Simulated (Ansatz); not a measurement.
The system is C.

```
C
1.0
     2.52210    0.00000    0.00000
    -1.26105    2.18420    0.00000
     0.00000    0.00000   12.35570
C
12
Direct
  0.66667 0.33333 0.35417
  0.33333 0.66667 0.85417
  0.66667 0.33333 0.14583
  0.33333 0.66667 0.64583
  0.66667 0.33333 0.47917
  0.33333 0.66667 0.97917
  0.66667 0.33333 0.02083
  0.33333 0.66667 0.52083
  0.00000 0.00000 0.81250
  0.00000 0.00000 0.31250
  0.00000 0.00000 0.68750
  0.00000 0.00000 0.18750
```

This is a hexagonal form of diamond, not graphite.

Base run:

- Program: Ansatz 0.2.0
- Functional: RPBE
- Potentials or basis: Ansatz PAW
- Cutoff: 420 eV (not typed: the program's choice for these potentials)
- k mesh: 12 × 12 × 3
- Occupations: fermi-dirac, width 0.05 eV
- Spin: no spin polarisation

Its results: band gap on the k mesh 4.39 eV, indirect (least direct gap 5.31 eV); pressure 8.2 GPa; largest force 0.329 eV/Å.

**Question.** The run is repeated on the same cell with these changes: functional from RPBE to PBE; k mesh from 12 × 12 × 3 to 9 × 9 × 2. What comes out?

**Answer.** Band gap on the k mesh 4.39 eV, indirect (least direct gap 5.31 eV); pressure 2.1 GPa; largest force 0.331 eV/Å.

Several settings changed at once, so the effect can't be laid on one alone.

Caveats: the PAW data sets come from PBE, with cores solved anew for the run's functional, which leaves a small shift of forces and pressure (some runs); odd divisions of the mesh miss points on the zone boundary, where band edges often lie, so the gap on the mesh can be too wide (some runs).
